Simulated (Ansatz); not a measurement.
**HfO2: reading a single point**

```yaml
crystal:
  lattice:
    - [4.96678, 0.08035, 0.14576]
    - [0.08090, 5.15279, -0.02038]
    - [-0.65193, -0.03370, 5.19398]
  atoms:
    - { symbol: Hf, position: [0.29138, 0.04442, 0.21047] }
    - { symbol: Hf, position: [0.72351, 0.56210, 0.29199] }
    - { symbol: Hf, position: [0.70599, 0.95586, 0.79527] }
    - { symbol: Hf, position: [0.28111, 0.45233, 0.70727] }
    - { symbol: O, position: [0.09030, 0.34837, 0.34695] }
    - { symbol: O, position: [0.93554, 0.81194, 0.14014] }
    - { symbol: O, position: [0.93183, 0.67795, 0.65972] }
    - { symbol: O, position: [0.04296, 0.18110, 0.83117] }
    - { symbol: O, position: [0.47653, 0.74024, 0.49445] }
    - { symbol: O, position: [0.57792, 0.24782, 0.01768] }
    - { symbol: O, position: [0.52843, 0.25860, 0.54303] }
    - { symbol: O, position: [0.43438, 0.75268, 0.97473] }
```

The numbers come from plane-wave PAW DFT (Ansatz): m-r2SCAN, no spin polarisation, 500 eV, 4×4×4 (shifted by 0.5, 0.5, 0 steps) k points, gaussian occupations (width 0.1313 eV). Nothing was relaxed.

Task: Describe some of the short contacts.

Result: Hf–O at 1.83 Å: least valence density 1.39 e/Å³ and ELF 0.35 there. O–O at 2.35 Å: least valence density 0.30 e/Å³ and ELF 0.10 there, a closed-shell (ionic or weak) contact. These are pseudo-fields; inside the PAW spheres they differ from the all-electron ones.

Task: Which atom feels the largest force, and which way?

Result: The largest is on O11: 7.16 eV/Å, components (4.71, -4.22, -3.35). It makes 175° with the line to a nearest neighbour, Hf4 at 1.83 Å, pointing away from it.

Task: What is the band gap?

Result: The gap on the k mesh is 4.43 eV; the mesh may miss the band edges, so the true gap of this level can be smaller.

Task: What does the stress say?

Result: The pressure is 16.9 GPa (compression positive), so with the atoms held at these fractions the cell would first expand; the forces are large, so a full relaxation may end otherwise. The principal stresses 1.3, 10.6, 38.7 GPa differ, so its shape would change too.

Task: How is the charge shared?

Result: Bader charges in e: Hf +2.70, O -1.38 to -1.32. In the mean Hf gives up most and O takes most.

Task: Which orbitals make up the band edges?

Result: Within 0.7 eV of the edges, the states project mainly on O p (94 %) below the gap and on Hf d (81 %) and O p (14 %) above it.

Origin: a strained cell with displaced atoms, so it need not be a known compound. Caveats: an odd or shifted mesh can miss the band edges, so this level's true gap may be smaller; atoms or cell far from equilibrium; m-r2SCAN is r2SCAN with a changed spin dependence that lowers moments.
